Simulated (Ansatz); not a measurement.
Runs of Ansatz 0.2.0 on ZrS. It takes space group Fm-3m (No. 225, cubic). Conventional cell: a = 5.250 Å, b = 5.250 Å, c = 5.250 Å, α = 90.00°, β = 90.00°, γ = 90.00°. Zr (site symmetry m-3m) has 6 S at 2.62 Å as nearest neighbours. S (site symmetry m-3m) is surrounded by 6 Zr at 2.62 Å. 

```csv
task,level,cell,k mesh,points for each segment of the path,mesh quality,gap on the mesh (eV),pressure (GPa),V0 of scaled cells (Å³/atom),B0 (GPa)
band structure,HSEsol,as given,5 × 5 × 5,4,coarse,none,-,-,-
equation of state,PBE0,as given,6 × 6 × 6,-,not flagged,-,-,17.49,148
relaxation of cell and atoms,PBEsol+D3(BJ),relaxed,9 × 9 × 9,-,not flagged,none,0.0,-,-
equation of state,PBEsol,as given,9 × 9 × 9,-,not flagged,-,-,17.23,148
density of states,PBEsol,as given,8 × 8 × 8,-,not flagged,none,(a),-,-
```

Alike in all rows: potentials or basis Ansatz PAW; no spin polarisation; cutoff (eV) 420; smearing fermi-dirac 0.05 eV.

Estimate the missing entries.

(a) -6.5.

Caveats: some runs use coarse meshes; the PAW data sets come from PBE, with cores solved anew for the run's functional, which leaves a small shift of forces and pressure; the plane-wave basis is chosen anew once the cell has moved, so the energies of steps on either side of that aren't comparable (some runs); pairwise dispersion overbinds metals, which lowers pressure and volume (some runs).

A k mesh can miss the band edges, and the runs leave out spin-orbit coupling on Zr.

A gap of «none» marks a metal or a gap under the smearing width.

Not every run made on this cell is shown here.
